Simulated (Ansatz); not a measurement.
Crystal: PtSe2 (Sudovikovite).

```
CELL_PARAMETERS angstrom
3.72400 0.00000 0.00000
-1.86200 3.22508 0.00000
0.00000 0.00000 5.06200
ATOMIC_POSITIONS crystal
Pt 0.00000 0.00000 0.00000
Se 0.66667 0.33333 0.75000
Se 0.33333 0.66667 0.25000
```

```yaml
Program: Ansatz 0.2.0
Task: relaxation of cell and atoms
Functional: revPBE
Dispersion: D4
Potentials_or_basis: Ansatz PAW
Cutoff: "420 eV (not typed: the program's choice for these potentials)"
k_mesh: 8 × 8 × 5
Occupations: fermi-dirac, width 0.05 eV
Spin: no spin polarisation
```

At the start: volume 20.27 Å³/atom.

Problem. Where does the relaxation end?

Solution. It ends after 7 steps and the volume is 19.28 Å³/atom (-4.9 %); space group P-3m1 (No. 164, to 0.05 Å).

Step by step:
```tsv
step	energy change (eV)	largest force (eV/Å)	volume (Å³)
1	0.0000	0.6950	60.80
2	-0.0228	0.7172	56.89
3	-0.0789	0.0512	59.05
4	-0.0854	0.0144	58.21
5	-0.0861	0.0019	57.80
6	-0.0861	0.0015	57.84
7	-0.0855	0.0013	57.84
```

Final structure:
```
Pt Se
1.0
     3.75979    0.00000    0.00000
    -1.87989    3.25607    0.00000
     0.00000    0.00000    4.72504
Pt Se
1 2
Cartesian
  0.0000 0.0000 0.0000
  1.8799 1.0854 3.4412
  0.0000 2.1707 1.2838
```

Caveat: the plane-wave basis is chosen anew once the cell has moved, so the energies of steps on either side of that aren't comparable; the PAW data sets come from PBE, with cores solved anew for the run's functional, which leaves a small shift of forces and pressure.
